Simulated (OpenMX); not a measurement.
# Ag in OpenMX: reference runs

Aim: a first look at Ag with PBE, on the cell as given.

Everything below comes from runs of OpenMX 3.8.5. Logs are shortened: lines on timing, memory, paths and dates and some standing lists are left out, and cuts for length are marked.

**1. The cell of the first run**

The cell holds a slab with vacuum, 7 atoms: a = 2.930 Å, b = 2.930 Å, c = 29.370 Å, α = 90.00°, β = 90.00°, γ = 120.00°.

**2. Single point, PBE (the (0 0 1) slab of Ag, cut from the database cell, not relaxed)**

Ag.dat

```
System.CurrrentDirectory             ./
System.Name                          Ag
DATA.PATH                            ./DFT_DATA13
level.of.stdout                      1
level.of.fileout                     1
Species.Number                       2
<Definition.of.Atomic.Species
  Ag  Ag7.0-s3p2d2           Ag_PBE13
  E   H7.0-s2p1              E
Definition.of.Atomic.Species>

Atoms.Number                         9
Atoms.SpeciesAndCoordinates.Unit     FRAC
<Atoms.SpeciesAndCoordinates
    1  Ag    0.6666666667    0.3333333334    0.2553626149   8.500  8.500
    2  Ag    0.3333333333    0.6666666666    0.3369084099   8.500  8.500
    3  Ag    0.6666666667    0.3333333334    0.4184542050   8.500  8.500
    4  Ag    0.3333333333    0.6666666666    0.5000000000   8.500  8.500
    5  Ag    0.6666666667    0.3333333334    0.5815457950   8.500  8.500
    6  Ag    0.3333333333    0.6666666666    0.6630915901   8.500  8.500
    7  Ag    0.6666666667    0.3333333334    0.7446373851   8.500  8.500
    8  E     0.6666666667    0.3333333334    0.8195437521   0.000  0.000
    9  E     0.6666666667    0.3333333334    0.1804562479   0.000  0.000
Atoms.SpeciesAndCoordinates>

Atoms.UnitVectors.Unit               Ang
<Atoms.UnitVectors
     2.9299980804    0.0000000000    0.0000000000
    -1.4649990402    2.5374527707    0.0000000000
     0.0000000000    0.0000000000   29.3700000000
Atoms.UnitVectors>

scf.XcType                           GGA-PBE
scf.SpinPolarization                 off
scf.ElectronicTemperature            580.226
scf.energycutoff                     400.0
scf.maxIter                          100
scf.EigenvalueSolver                 band
scf.Kgrid                            11 11 1
scf.Mixing.Type                      rmm-diisk
scf.Init.Mixing.Weight               0.05
scf.Min.Mixing.Weight                0.001
scf.Max.Mixing.Weight                0.3
scf.Mixing.History                   25
scf.Mixing.StartPulay                8
scf.criterion                        1.0e-8
MD.Type                              nomd
```

Potentials or basis: OpenMX 2013 PBE set, Ag7.0-s3p2d2, grid cutoff 400 Ry.

Command:

```console
$ openmx Ag.dat -nt 1 > Ag.std
```

Ag.out:

```text
Required cutoff energy (Ryd) for 3D-grids = 400.0000
      Used cutoff energy (Ryd) for 3D-grids = 386.3213, 386.3213, 392.4915
  Num. of grids of a-, b-, and c-axes = 30, 30, 350

  Num.Grid1.    30
  Num.Grid2.    30
  Num.Grid3.   350

  Cell_Volume =   1473.552987261204 (Bohr^3)
  GridVol     =      0.004677945991 (Bohr^3)
  Cell vectors (bohr) of the grid cell (gtv)
    gtv_a =  0.184563117301,  0.000000000000,  0.000000000000
    gtv_b = -0.092281558650,  0.159836348186,  0.000000000000
    gtv_c =  0.000000000000,  0.000000000000,  0.158575006527
    |gtv_a| =  0.184563117301
    |gtv_b| =  0.184563117302
    |gtv_c| =  0.158575006527

***********************************************************

***********************************************************
                  SCF history at MD= 1
***********************************************************

   SCF=   1  NormRD=  1.000000000000  Uele= -111.007516586016
   SCF=   2  NormRD=  1.716410743627  Uele= -111.850647746239
   SCF=   3  NormRD=  1.679461368141  Uele= -111.919967023378
   SCF=   4  NormRD=  0.867118005619  Uele= -113.514227370457
   SCF=   5  NormRD=  0.506946130100  Uele= -114.285446098431
   SCF=   6  NormRD=  0.335411205273  Uele= -114.677189208398
   SCF=   7  NormRD=  0.239669787256  Uele= -114.888569543362
   SCF=   8  NormRD=  0.177280655326  Uele= -115.010480401021
   SCF=   9  NormRD=  0.126772904439  Uele= -115.435793474837
   SCF=  10  NormRD=  0.258929226254  Uele= -115.115864026520
[... 4 lines left out ...]
   SCF=  15  NormRD=  0.000153650312  Uele= -115.429605456499
   SCF=  16  NormRD=  0.000047048713  Uele= -115.429328450511
   SCF=  17  NormRD=  0.000435550172  Uele= -115.429398415973
   SCF=  18  NormRD=  0.000017465201  Uele= -115.429423368569
   SCF=  19  NormRD=  0.000001397139  Uele= -115.429407694336
   SCF=  20  NormRD=  0.000000287108  Uele= -115.429408352661
   SCF=  21  NormRD=  0.000000107896  Uele= -115.429408209300
   SCF=  22  NormRD=  0.000000025524  Uele= -115.429408141011
   SCF=  23  NormRD=  0.000000047455  Uele= -115.429408126187
   SCF=  24  NormRD=  0.000000002886  Uele= -115.429408124436

***********************************************************
        Total energy (Hartree) at MD = 1
***********************************************************

  Uele.       -115.429408124436

  Ukin.        349.341124561365
[... 197 lines left out ...]

   kloop=60
   k1=   0.00000 k2=  -0.00000 k3=   0.00000

    1   -2.18970311896437  -2.18970311896437
    2   -2.18888996130345  -2.18888996130345
    3   -2.18707327544187  -2.18707327544187
    4   -2.18706053865936  -2.18706053865936
    5   -2.18704092521123  -2.18704092521123
    6   -2.18702819528967  -2.18702819528967
[... 61 lines left out ...]
   68    0.14154615240353   0.14154615240353
   69    0.22243865890140   0.22243865890140
   [... 74 higher levels ...]

***********************************************************
                   Mulliken populations
***********************************************************

  Total spin moment (muB)   0.000000000

                    Up spin      Down spin     Sum           Diff
      1   Ag      8.495189909  8.495189909  16.990379817   0.000000000
      2   Ag      8.498713001  8.498713001  16.997426002   0.000000000
      3   Ag      8.496722488  8.496722488  16.993444976   0.000000000
      4   Ag      8.502305986  8.502305986  17.004611971   0.000000000
      5   Ag      8.496722488  8.496722488  16.993444976   0.000000000
      6   Ag      8.498713001  8.498713001  16.997426003   0.000000000
      7   Ag      8.495189908  8.495189908  16.990379816   0.000000000
      8    E      0.008221610  0.008221610   0.016443219   0.000000000
      9    E      0.008221610  0.008221610   0.016443219   0.000000000

 Sum of MulP: up   =    59.50000 down          =    59.50000
              total=   119.00000 ideal(neutral)=   119.00000

  Decomposed Mulliken populations

    1   Ag          Up spin      Down spin     Sum           Diff
            multiple
  s           0    0.428809031  0.428809031   0.857618062   0.000000000
   sum over m      0.428809031  0.428809031   0.857618062   0.000000000
  s           1   -0.001960390 -0.001960390  -0.003920780   0.000000000
   sum over m     -0.001960390 -0.001960390  -0.003920780   0.000000000
  s           2    0.000365838  0.000365838   0.000731676   0.000000000
   sum over m      0.000365838  0.000365838   0.000731676   0.000000000
   sum over m+mul  0.427214479  0.427214479   0.854428958   0.000000000
  px          0    0.999409269  0.999409269   1.998818538   0.000000000
  py          0    0.999412457  0.999412457   1.998824915   0.000000000
  pz          0    0.999485006  0.999485006   1.998970011   0.000000000
   sum over m      2.998306732  2.998306732   5.996613464   0.000000000
  px          1    0.063967980  0.063967980   0.127935959   0.000000000
  py          1    0.064076567  0.064076567   0.128153133   0.000000000
  pz          1    0.037563068  0.037563068   0.075126136   0.000000000
[... 221 lines left out ...]
    9    E          Up spin      Down spin     Sum           Diff
            multiple
  s           0    0.005510281  0.005510281   0.011020561   0.000000000
   sum over m      0.005510281  0.005510281   0.011020561   0.000000000
  s           1    0.002562452  0.002562452   0.005124904   0.000000000
   sum over m      0.002562452  0.002562452   0.005124904   0.000000000
   sum over m+mul  0.008072733  0.008072733   0.016145465   0.000000000
  px          0    0.002212282  0.002212282   0.004424565   0.000000000
  py          0    0.002208433  0.002208433   0.004416866   0.000000000
  pz          0   -0.004271838 -0.004271838  -0.008543676   0.000000000
   sum over m      0.000148877  0.000148877   0.000297754   0.000000000
   sum over m+mul  0.000148877  0.000148877   0.000297754   0.000000000

***********************************************************
       xyz-coordinates (Ang) and forces (Hartree/Bohr)
***********************************************************

<coordinates.forces
  9
    1    Ag     1.46500   0.84582   7.50000   0.000011889875 -0.000019879419 -0.002108034052
    2    Ag     0.00000   1.69164   9.89500  -0.000027065677  0.000041664504  0.000163243988
    3    Ag     1.46500   0.84582  12.29000   0.000028305798 -0.000042382222 -0.000314713137
    4    Ag     0.00000   1.69164  14.68500  -0.000026670729  0.000041443402 -0.000000000031
    5    Ag     1.46500   0.84582  17.08000   0.000028305798 -0.000042382222  0.000314713118
    6    Ag     0.00000   1.69164  19.47500  -0.000027065676  0.000041664504 -0.000163243938
    7    Ag     1.46500   0.84582  21.87000   0.000011889875 -0.000019879419  0.002108034101
    8     E     1.46500   0.84582  24.07000   0.000000216663 -0.000000125730  0.000127122816
    9     E     1.46500   0.84582   5.30000   0.000000216663 -0.000000125730 -0.000127122816
coordinates.forces>

***********************************************************
       Fractional coordinates of the final structure
***********************************************************

     1     Ag     0.66666666670000   0.33333333340000   0.25536261490000
     2     Ag     0.33333333330000   0.66666666660000   0.33690840990000
     3     Ag     0.66666666670000   0.33333333340000   0.41845420500000
     4     Ag     0.33333333330000   0.66666666660000   0.50000000000000
     5     Ag     0.66666666670000   0.33333333340000   0.58154579500000
     6     Ag     0.33333333330000   0.66666666660000   0.66309159010000
     7     Ag     0.66666666670000   0.33333333340000   0.74463738510000
     8      E     0.66666666670000   0.33333333340000   0.81954375210000
     9      E     0.66666666670000   0.33333333340000   0.18045624790000
```

It took 5.9 min on 1 thread of Arm Neoverse V1, shared host; peak memory 1.7 GiB.

What came out:

| Quantity | Value |
| --- | --- |
| Free energy | -21736.6724 eV |
| Largest force | 0.108 eV/Å |
| Band gap on the k mesh | none (metal or under the smearing width) |
| Work function | 4.37 eV |

Forces in eV/Å, atoms in the order of the input:
```
Ag   0.001 -0.001 -0.108
Ag  -0.001  0.002  0.008
Ag   0.001 -0.002 -0.016
Ag  -0.001  0.002  0.000
Ag   0.001 -0.002  0.016
Ag  -0.001  0.002 -0.008
Ag   0.001 -0.001  0.108
```

Levels at points of the mesh, in eV from the Fermi level:
```csv
k point,band 57,band 58,band 59,band 60,band 61,band 62,band 63,band 64
"(0.00, 0.00, 0.00)",-3.28,-3.18,-3.18,-3.18,-3.17,-2.00,-0.36,0.16
```

Caveat: the basis of atomic orbitals isn't converged, which shifts pressures, moduli and gaps.
